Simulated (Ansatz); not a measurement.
# Σ5 (210) boundary in fcc Ag with B (interstitial): structure and resistance

Wanted: what the Σ5 (210) boundary in fcc Ag with B (interstitial) costs an interconnect.

Calculated with Ansatz 0.2.0; Ansatz plane-wave DFT, PBE, PAW files; relaxation of a bicrystal slab with its lowest layers held; PAW set soft_1, in the first sound run; inputs show where later runs differ.

## (1) The structure

The cell holds 22 atoms: 21 Ag and 1 B. Its edges and angles: a = 5.005 Å, b = 4.086 Å, c = 30.188 Å, α = 90.0°, β = 90.0°, γ = 65.9°. It derives from Ag. built on the (2 1 0) plane; 2 overlapping atoms removed and the grains opened by 0 Å. Vacuum lies along c.

## (2) Relaxing the bicrystal

The boundary is built by mirroring the lower grain in the boundary plane and removing any atoms that overlap; then the B is put in at the boundary. A thin bicrystal slab is relaxed first, with the lowest layers held and the upper grain free to shift and open.

The input, input.yaml:

```yaml
crystal:
  lattice:
    - [5.0045524935, 0.0, 0.0]
    - [1.6681841645, 3.7301731908, 0.0]
    - [0.0, 0.0, 30.187744037]
  atoms:
    - { symbol: Ag, position: [0.6000000001, 0.6999999999, 0.165630131] }
    - { symbol: Ag, position: [0.2000000001, 0.3999999999, 0.1958974506] }
    - { symbol: Ag, position: [0.8000000001, 0.0999999999, 0.2261647702] }
    - { symbol: Ag, position: [0.4000000001, 0.7999999999, 0.2564320898] }
    - { symbol: Ag, position: [1.0e-10, 0.4999999999, 0.2866994094] }
    - { symbol: Ag, position: [0.6000000001, 0.2, 0.3169667291] }
    - { symbol: Ag, position: [0.2, 0.9, 0.3472340487] }
    - { symbol: Ag, position: [0.8, 0.6, 0.3775013683] }
    - { symbol: Ag, position: [0.4, 0.3, 0.4077686879] }
    - { symbol: Ag, position: [0.0, 0.0, 0.4380360075] }
    - { symbol: B, position: [0.5, 0.75, 0.4380360075] }
    - { symbol: Ag, position: [0.8, 0.6, 0.4985706467] }
    - { symbol: Ag, position: [0.2, 0.9, 0.5288379663] }
    - { symbol: Ag, position: [0.6000000001, 0.2, 0.5591052859] }
    - { symbol: Ag, position: [1.0e-10, 0.4999999999, 0.5893726055] }
    - { symbol: Ag, position: [0.4000000001, 0.7999999999, 0.6196399251] }
    - { symbol: Ag, position: [0.8000000001, 0.0999999999, 0.6499072447] }
    - { symbol: Ag, position: [0.2000000001, 0.3999999999, 0.6801745643] }
    - { symbol: Ag, position: [0.6000000001, 0.6999999999, 0.710441884] }
    - { symbol: Ag, position: [1.0e-10, 0.9999999999, 0.7407092036] }
    - { symbol: Ag, position: [0.4000000001, 0.2999999999, 0.7709765232] }
    - { symbol: Ag, position: [0.8000000002, 0.5999999999, 0.8012438428] }
kpoints:
  mp_grid: { grid: [6, 6, 1] }
hamiltonian:
  xc: pbe
  pseudopotentials: { kind: paw, azcp: { folder: soft_1 } }
scf:
  occupations: { method: fermi_dirac, width: 0.1 }
relax:
  f_tol: 0.03
  max_steps: 80
  constraints: [{ sites: [0, 1, 2, 3] }]
```

Command:

```bash
ansatz run input.yaml --threads 4 --pin off --max-ram 15360MiB --backend cpu --events-out ev --progress --plain --runs-dir out
```

Numbers of over 12 decimals in the logs are rounded to 6 here.

The log of the run:

```text
Engine: ansatz 0.2.0, aarch64-unknown-linux-gnu
Pseudopotentials: kind: paw
Pseudopotential: Ag, paw, valence charge 19, recommended cutoff 420 eV (normal), soft_1/Ag.paw.azcp
Pseudopotential: B, paw, valence charge 3, recommended cutoff 420 eV (normal), soft_1/B.paw.azcp
Functional definition: PBE
  parameter kappa = 0.804
  parameter beta = 0.066725
  exchange = pbe_x(kappa = kappa, mu = beta*pi^2/3)
  correlation = pbe_c(beta = beta)
Crystal: 22 atoms, lattice volume = 563.540 Å³
Basis set: ecut = 420 eV, 11077 PW (Γ), exchange–correlation on 72×60×432 points (8 copies of the dense FFT grid, shifted against one another)
Bands: 242, of which v1, the nominal top of the filled ones, is band 201 counted from 1 (200 counted from 0)
Symmetry: 2 space group operations
Space group: Cm (ITA 8), of the structure as read, at distance tolerance 8.3e-5 Å
k-points: 13 of 36 (time reversal used)
Non-local potential: Ag, projectors of the file, l = 0: 3, l = 1: 2, l = 2: 2, l = 3: 1
Non-local potential: B, projectors of the file, l = 0: 2, l = 1: 2, l = 2: 1
PAW form: soft (Blöchl's): semilocal exchange-correlation on the pseudo side does not see the compensation charge
PAW one-centre angular grid: Ag, 590 points (default); XC on 64 Gauss nodes
PAW one-centre angular grid: B, 110 points (default); XC on 64 Gauss nodes
Initial density: superposition of atomic densities (neutral atoms: chi_scale 0, normalization atom)
Initial wavefunctions: pseudopotential atomic-orbital guess
Functional: x = pbe(κ = 0.804, μ = 0.219515), c = pbe(β = 0.066725)
SCF iter   1: F=—  HF=-159560.206167 eV  |F-HF|=—  |Δ(HF+E_count)|=         —  Δρ=5.94e-2  dr2=3.18e1  ethr=3.10e-3  ⟨swp⟩=6.4  Hψ=11376  notcnv=0  defer=103
preconditioner: auto → LDOS  [metal: Δε(μ)=0.108 eV  Ē_g=9.221 eV  σ=0.100 eV  W_gap=0.25  n_scr=146 (ndim 8)  ℏωp=23.9 eV  f_vac=0.312  D(μ)=7.58/eV (n_scr^D=28)  β→1.0]
SCF iter   2: F=—  HF=-159561.501436 eV  |F-HF|=—  |Δ(HF+E_count)|=    1.30e0  Δρ=7.32e-2  dr2=2.48e1  ethr=3.10e-3  ⟨swp⟩=2.8  Hψ=6496  notcnv=0  defer=335
SCF iter   3: F=—  HF=-159553.942392 eV  |F-HF|=—  |Δ(HF+E_count)|=    7.56e0  Δρ=7.27e-3  dr2=5.71e-1  ethr=3.10e-3  ⟨swp⟩=2.5  Hψ=5834  notcnv=0  defer=333
SCF iter   4: F=—  HF=-159553.922204 eV  |F-HF|=—  |Δ(HF+E_count)|=   2.02e-2  Δρ=3.64e-3  dr2=9.03e-2  ethr=1.42e-4  ⟨swp⟩=2.0  Hψ=6307  notcnv=0  defer=334
SCF iter   5: F=—  HF=-159553.906923 eV  |F-HF|=—  |Δ(HF+E_count)|=   1.53e-2  Δρ=1.33e-3  dr2=1.01e-2  ethr=2.25e-5  ⟨swp⟩=2.0  Hψ=5430  notcnv=0  defer=334
SCF iter   6: F=—  HF=-159553.905875 eV  |F-HF|=—  |Δ(HF+E_count)|=   1.05e-3  Δρ=3.26e-4  dr2=7.11e-4  ethr=2.50e-6  ⟨swp⟩=2.2  Hψ=5249  notcnv=0  defer=334
SCF iter   7: F=—  HF=-159553.905803 eV  |F-HF|=—  |Δ(HF+E_count)|=   7.23e-5  Δρ=1.16e-4  dr2=8.36e-5  ethr=1.77e-7  ⟨swp⟩=2.3  Hψ=4598  notcnv=0  defer=334
SCF iter   8: F=-159553.905817 eV  HF=-159553.905819 eV  |F-HF|=1.82e-6  |Δ(HF+E_count)|=   1.64e-5  Δρ=3.82e-5  dr2=8.77e-6  ethr=5.60e-9  ⟨swp⟩=4.2  Hψ=9976  notcnv=0
SCF 1 converged in 8 iterations: F = -159553.905817 eV  dr2 = 8.77e-6
  greatest PAW one-centre occupation: 1.002 electrons in one spin orbital (limit 2), on the Ag atom at site 8 (counted from 0), in its partial waves of l = 0
relax step   1: F+E_penalty+E_count = -159553.90581725 eV  Δ(F+E_penalty+E_count) = +0.000e0 eV  max|allowed force component| = 5.553e-1 eV/Å  Δτ_max = 0.0000 Å  (8 SCF iters, dr2 threshold 2.25e-5 eV, accepted)
Initial density: handed on by an earlier stage of this run
Initial wavefunctions: those handed on with the density
iter 1 solved again at ethr=6.00e-5 eV; its pass at ethr=3.10e-3 eV (dr2=2.41e-1 eV) is discarded
SCF iter   1: F=—  HF=-159554.147290 eV  |F-HF|=—  |Δ(HF+E_count)|=         —  Δρ=6.23e-3  dr2=2.35e-1  ethr=6.00e-5  ⟨swp⟩=2.0  Hψ=11171  notcnv=0  defer=328
preconditioner: auto → LDOS  [metal: Δε(μ)=0.072 eV  Ē_g=9.581 eV  σ=0.100 eV  W_gap=0.18  n_scr=146 (ndim 8)  ℏωp=23.9 eV  f_vac=0.306  D(μ)=6.86/eV (n_scr^D=24)  β→1.0]
SCF iter   2: F=—  HF=-159554.130685 eV  |F-HF|=—  |Δ(HF+E_count)|=   1.66e-2  Δρ=4.86e-3  dr2=2.48e-1  ethr=5.84e-5  ⟨swp⟩=2.0  Hψ=5626  notcnv=0  defer=328
SCF iter   3: F=—  HF=-159554.075845 eV  |F-HF|=—  |Δ(HF+E_count)|=   5.48e-2  Δρ=7.06e-4  dr2=5.07e-3  ethr=5.84e-5  ⟨swp⟩=2.0  Hψ=5326  notcnv=0  defer=328
SCF iter   4: F=—  HF=-159554.075853 eV  |F-HF|=—  |Δ(HF+E_count)|=   7.38e-6  Δρ=6.48e-4  dr2=2.63e-3  ethr=1.26e-6  ⟨swp⟩=2.8  Hψ=6346  notcnv=0  defer=333
SCF iter   5: F=—  HF=-159554.075154 eV  |F-HF|=—  |Δ(HF+E_count)|=   6.99e-4  Δρ=1.00e-4  dr2=8.86e-5  ethr=6.54e-7  ⟨swp⟩=2.0  Hψ=5403  notcnv=0  defer=333
SCF iter   6: F=-159554.075146 eV  HF=-159554.075150 eV  |F-HF|=4.35e-6  |Δ(HF+E_count)|=   3.63e-6  Δρ=3.08e-5  dr2=6.71e-6  ethr=4.79e-9  ⟨swp⟩=4.7  Hψ=10509  notcnv=0
SCF 2 converged in 6 iterations: F = -159554.075146 eV  dr2 = 6.71e-6
relax step   2: F+E_penalty+E_count = -159554.07514574 eV  Δ(F+E_penalty+E_count) = -1.693e-1 eV  max|allowed force component| = 4.342e-1 eV/Å  Δτ_max = 0.1922 Å  (6 SCF iters, dr2 threshold 1.93e-5 eV, accepted)
SCF iter   1: F=—  HF=-159554.148209 eV  |F-HF|=—  |Δ(HF+E_count)|=         —  Δρ=3.64e-3  dr2=8.43e-2  ethr=1.99e-4  ⟨swp⟩=5.0  Hψ=6703  notcnv=0  defer=290
preconditioner: auto → LDOS  [metal: Δε(μ)=0.067 eV  Ē_g=9.578 eV  σ=0.100 eV  W_gap=0.17  n_scr=146 (ndim 8)  ℏωp=23.9 eV  f_vac=0.304  D(μ)=6.91/eV (n_scr^D=24)  β→1.0]
SCF iter   2: F=—  HF=-159554.137402 eV  |F-HF|=—  |Δ(HF+E_count)|=   1.08e-2  Δρ=2.83e-3  dr2=6.67e-2  ethr=2.10e-5  ⟨swp⟩=2.2  Hψ=6162  notcnv=0  defer=326
SCF iter   3: F=—  HF=-159554.119394 eV  |F-HF|=—  |Δ(HF+E_count)|=   1.80e-2  Δρ=3.37e-4  dr2=1.39e-3  ethr=1.66e-5  ⟨swp⟩=2.0  Hψ=5181  notcnv=0  defer=326
SCF iter   4: F=—  HF=-159554.119335 eV  |F-HF|=—  |Δ(HF+E_count)|=   5.94e-5  Δρ=3.00e-4  dr2=5.23e-4  ethr=3.46e-7  ⟨swp⟩=3.0  Hψ=6364  notcnv=0  defer=326
SCF iter   5: F=—  HF=-159554.119203 eV  |F-HF|=—  |Δ(HF+E_count)|=   1.31e-4  Δρ=4.67e-5  dr2=1.77e-5  ethr=1.30e-7  ⟨swp⟩=2.0  Hψ=5391  notcnv=0  defer=326
SCF iter   6: F=-159554.119201 eV  HF=-159554.119201 eV  |F-HF|=1.12e-7  |Δ(HF+E_count)|=   2.19e-6  Δρ=1.06e-5  dr2=5.86e-7  ethr=2.93e-9  ⟨swp⟩=4.0  Hψ=9892  notcnv=0
SCF 3 converged in 6 iterations: F = -159554.119201 eV  dr2 = 5.86e-7
relax step   3: F+E_penalty+E_count = -159554.11920095 eV  Δ(F+E_penalty+E_count) = -4.406e-2 eV  max|allowed force component| = 1.814e-1 eV/Å  Δτ_max = 0.1096 Å  (6 SCF iters, dr2 threshold 1.18e-5 eV, accepted)
[... from here on, the SCF cycles and remarks between the steps are left out ...]
relax step   4: F+E_penalty+E_count = -159554.17238075 eV  Δ(F+E_penalty+E_count) = -5.318e-2 eV  max|allowed force component| = 9.612e-2 eV/Å  Δτ_max = 0.2000 Å  (7 SCF iters, dr2 threshold 5.75e-6 eV, accepted)
relax step   5: F+E_penalty+E_count = -159554.17383106 eV  Δ(F+E_penalty+E_count) = -1.450e-3 eV  max|allowed force component| = 2.920e-1 eV/Å  Δτ_max = 0.1949 Å  (7 SCF iters, dr2 threshold 1.61e-6 eV, accepted)
relax step   6: F+E_penalty+E_count = -159554.19270270 eV  Δ(F+E_penalty+E_count) = -1.887e-2 eV  max|allowed force component| = 4.417e-2 eV/Å  Δτ_max = 0.0660 Å  (5 SCF iters, dr2 threshold 2.39e-5 eV, accepted)
relax step   7: F+E_penalty+E_count = -159554.19670729 eV  Δ(F+E_penalty+E_count) = -4.005e-3 eV  max|allowed force component| = 9.239e-3 eV/Å  Δτ_max = 0.0657 Å  (7 SCF iters, accepted)
relax step   8: F+E_penalty+E_count = -159554.20082602 eV  Δ(F+E_penalty+E_count) = -4.119e-3 eV  max|allowed force component| = 4.319e-2 eV/Å  Δτ_max = 0.1418 Å  (8 SCF iters, accepted)
relax step   9: F+E_penalty+E_count = -159554.20152508 eV  Δ(F+E_penalty+E_count) = -6.991e-4 eV  max|allowed force component| = 4.580e-2 eV/Å  Δτ_max = 0.0897 Å  (7 SCF iters, accepted)
relax step  10: F+E_penalty+E_count = -159554.20173085 eV  Δ(F+E_penalty+E_count) = -2.058e-4 eV  max|allowed force component| = 2.815e-2 eV/Å  Δτ_max = 0.0180 Å  (5 SCF iters, dr2 threshold 2.10e-6 eV, accepted)
iter 1 solved again at ethr=1.14e-10 eV; its pass at ethr=3.10e-3 eV (dr2=4.58e-7 eV) is discarded
SCF iter   1: F=—  HF=-159554.201737 eV  |F-HF|=—  |Δ(HF+E_count)|=         —  Δρ=7.48e-6  dr2=4.58e-7  ethr=1.14e-10  ⟨swp⟩=1.2  Hψ=7360  notcnv=0  defer=347
preconditioner: auto → LDOS  [metal: Δε(μ)=0.039 eV  Ē_g=9.581 eV  σ=0.100 eV  W_gap=0.10  n_scr=146 (ndim 8)  ℏωp=23.9 eV  f_vac=0.305  D(μ)=7.00/eV (n_scr^D=24)  β→1.0]
SCF iter   2: F=—  HF=-159554.201731 eV  |F-HF|=—  |Δ(HF+E_count)|=   5.95e-6  Δρ=6.21e-6  dr2=2.25e-7  ethr=1.14e-10  ⟨swp⟩=2.2  Hψ=5398  notcnv=0  defer=347
SCF iter   3: F=-159554.201731 eV  HF=-159554.201731 eV  |F-HF|=7.54e-9  |Δ(HF+E_count)|=   6.66e-8  Δρ=1.35e-6  dr2=1.40e-8  ethr=2.49e-11  ⟨swp⟩=2.0  Hψ=11146  notcnv=0
SCF 11 converged in 3 iterations: F = -159554.201731 eV  dr2 = 1.40e-8
relax step  11: F+E_penalty+E_count = -159554.20173116 eV  Δ(F+E_penalty+E_count) = -3.060e-7 eV  max|allowed force component| = 2.815e-2 eV/Å  Δτ_max = 0.0000 Å  (3 SCF iters, accepted)
SCF converged after 3 iterations
Free energy (F): -159554.201731 eV
Harris-Foulkes:  -159554.201731 eV  (|F-HF|=7.54e-9)
Internal energy: -159553.974826 eV  (E = F + TS)
E sigma→0 (E₀):  -159554.088278 eV
Entropy (-TS):   -0.226905 eV (-10.314 meV/atom)
Fermi energy:    9.640638 eV
--- Per-component energies (eV) ---
  E_band       = -7947.933777
  E_kinetic    = 9858.976083
  E_local      = -448290.563433  (includes V_loc(G=0)·N_el)
  E_nonlocal   = 676.071353
  E_hartree    = 222285.813967
  E_xc         = -3365.562450
  E_vxc        = -4256.075713  (∫ρ·V_xc dr)
  E_paw        = -83142.725148  (= ΣΔE_a)
  E_vpaw       = -10507.990532  (= ΣTr[D̂ρ^β])
  E_aug_tail   = 0.007970  (compensation charges beyond the density's cutoff)
  E_ewald      = 142424.006833
  E_smearing   = -0.226905  (= −TS)
  E_closure    = -0.000000  (closes the sum)
  Σ components = -159554.201731   (vs F -159554.201731, Δ=0.00e0)
--- Forces (eV/Å), atoms counted from 1 ---
  atom   1  Ag    -0.02388332     0.01068095     0.21164055
  atom   2  Ag    -0.02788802     0.01247190    -0.11976455
  atom   3  Ag     0.02464252    -0.01102047    -0.18338553
  atom   4  Ag     0.03309237    -0.01479936     0.11661997
  atom   5  Ag     0.00092986    -0.00041585    -0.02815123
  atom   6  Ag    -0.01196722     0.00535190    -0.01596086
  atom   7  Ag     0.01454624    -0.00650528    -0.01476185
  atom   8  Ag     0.00211495    -0.00094583     0.01107068
  atom   9  Ag     0.00131594    -0.00058851     0.00367672
  atom  10  Ag    -0.01470017     0.00657412     0.01081239
  atom  11  B      0.00048628    -0.00021747    -0.00300255
  atom  12  Ag     0.01140925    -0.00510237     0.00768686
  atom  13  Ag    -0.01082477     0.00484098     0.01930140
  atom  14  Ag     0.00609745    -0.00272686     0.00346552
  atom  15  Ag     0.00007647    -0.00003420    -0.00833211
  atom  16  Ag    -0.00063351     0.00028331     0.00008789
  atom  17  Ag    -0.00107679     0.00048155    -0.00390804
  atom  18  Ag    -0.00177436     0.00079352    -0.00894701
  atom  19  Ag     0.00167494    -0.00074905    -0.00741417
  atom  20  Ag    -0.00139799     0.00062520     0.00012528
  atom  21  Ag     0.00013841    -0.00006190     0.00495596
  atom  22  Ag    -0.00246327     0.00110161     0.00421813
  max |Σ_I F_I| component: 8.47e-5 eV/Å
--- Relaxed structure (11 steps of the walk, 11 accepted, 0 SCFs on fresh bases) ---
  F+E_penalty+E_count = -159554.20173116 eV   max|allowed force component| = 2.815e-2 eV/Å
  atoms:
    - { symbol: Ag, position: [0.6000000001, 0.700000, 0.165630131] }
    - { symbol: Ag, position: [0.200000, 0.400000, 0.195897] }
    - { symbol: Ag, position: [0.8000000001, 0.100000, 0.226165] }
    - { symbol: Ag, position: [0.400000, 0.800000, 0.256432] }
    - { symbol: Ag, position: [0.00150272, 0.499249, 0.289316] }
    - { symbol: Ag, position: [0.608009, 0.195995, 0.320321] }
    - { symbol: Ag, position: [0.211428, 0.894286, 0.349054] }
    - { symbol: Ag, position: [0.808020, 0.595990, 0.383600] }
    - { symbol: Ag, position: [0.437763, 0.281119, 0.420325] }
    - { symbol: Ag, position: [0.041726, -0.020863, 0.439450] }
    - { symbol: B, position: [0.544516, 0.727742, 0.451634] }
    - { symbol: Ag, position: [0.932836, 0.533582, 0.498036] }
    - { symbol: Ag, position: [0.349747, 0.825127, 0.523442] }
    - { symbol: Ag, position: [0.746323, 0.126839, 0.558307] }
    - { symbol: Ag, position: [0.144257, 0.427871, 0.588791] }
    - { symbol: Ag, position: [0.538607, 0.730697, 0.619627] }
    - { symbol: Ag, position: [0.936243, 0.031878, 0.652060] }
    - { symbol: Ag, position: [0.331702, 0.334149, 0.682440] }
    - { symbol: Ag, position: [0.728189, 0.635905, 0.713453] }
    - { symbol: Ag, position: [0.132885, 0.933557, 0.746670] }
    - { symbol: Ag, position: [0.524633, 0.237684, 0.776831] }
    - { symbol: Ag, position: [0.919332, 0.540334, 0.803461] }
```

It took 8.5 min on 4 threads of Arm Neoverse V1, shared host; peak memory 3.1 GiB.

The steps of the relaxation:

```
step  energy less that of the first step (eV)  largest force component (eV/Å)
   1                                   0.0000                          0.5553
   2                                  -0.1693                          0.4342
   3                                  -0.2134                          0.1814
   4                                  -0.2666                          0.0961
   5                                  -0.2680                          0.2920
   6                                  -0.2869                          0.0442
   7                                  -0.2909                          0.0092
   8                                  -0.2950                          0.0432
   9                                  -0.2957                          0.0458
  10                                  -0.2959                          0.0282
  11                                  -0.2959                          0.0282
```

The run keeps the 2 symmetry operations that it works with, so distortions that break them were not tested.

The atoms that moved most (Å):

```
atom     dx      dy      dz  length
Ag13  0.625  -0.279  -0.163   0.703
Ag14  0.610  -0.273  -0.024   0.669
Ag15  0.602  -0.269  -0.018   0.659
Ag16  0.578  -0.259   0.000   0.633
Ag20  0.554  -0.248   0.180   0.633
Ag17  0.568  -0.254   0.065   0.626
Ag12  0.554  -0.248  -0.016   0.607
Ag18  0.549  -0.246   0.068   0.606
```

Numbers from this step:

```yaml
free_energy: -159554.2017 eV
energy_at_zero_smearing: -159554.0883 eV
fermi_energy: 9.641 eV
```

The largest force component on a free atom ends at 0.028 eV/Å, under the tolerance of 0.03, after 11 steps.

[end of part 1 of 2]

[Logs are printed without paths, hosts, clocks, repeated set-up lines and the standing remarks that a program may print on its own settings, such as how far it seeks lower states.]

[Hosts, paths, dates, database ids (printed as entryN), source tags and the programs' standing remarks are cut or masked in the printed files.]
